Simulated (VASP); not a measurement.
Runs of VASP 6.6.1 on Cu3Au (Auricupride). It takes space group Pm-3m (No. 221, cubic). Conventional cell: a = 3.740 Å, b = 3.740 Å, c = 3.740 Å, α = 90.00°, β = 90.00°, γ = 90.00°. Around Au (site symmetry m-3m) lie 12 Cu at 2.64 Å. Cu (site symmetry 4/mmm) is surrounded by 4 Au at 2.64 Å and 8 Cu at 2.64 Å. 

```csv
task,level,potentials or basis,spin,cell,k mesh,cutoff (eV),smearing,gap on the mesh (eV),pressure (GPa),relaxed volume (Å³/atom)
relaxation of cell and atoms,LDA,"VASP PAW LDA potentials, release 64 (Au, Cu)",off,relaxed,7 × 7 × 7,600,fermi-dirac 0.05 eV,none,0.0,12.42
relaxation of cell and atoms,PBE,"VASP PAW PBE potentials, release 64 (Au, Cu)",off,relaxed,7 × 7 × 7,600,fermi-dirac 0.05 eV,none,0.1,(a)
single point,PBE,"VASP PAW PBE potentials, release 64 (Au, Cu)",off,as given,7 × 7 × 7,520,gaussian 0.011 eV,none,5.3,-
relaxation of cell and atoms,PBEsol,"VASP PAW PBE potentials, release 64 (Au, Cu)",off,relaxed,7 × 7 × 7,600,fermi-dirac 0.05 eV,none,-0.1,12.81
band structure,PBE,"VASP PAW PBE potentials, release 64 (Au, Cu)",off,as given,7 × 7 × 7,520,fermi-dirac 0.05 eV,-,5.3,-
```

Q: Fill in the values left out.

A: (a) 13.53.

Caveats: the PAW data sets were made with another functional, which shifts forces and pressure a little (some runs); spin-orbit coupling is left out, which moves the levels of the heavy elements (some runs).

A k mesh can miss the band edges, and the runs leave out spin-orbit coupling on Au.

A gap of «none» marks a metal or a gap under the smearing width.
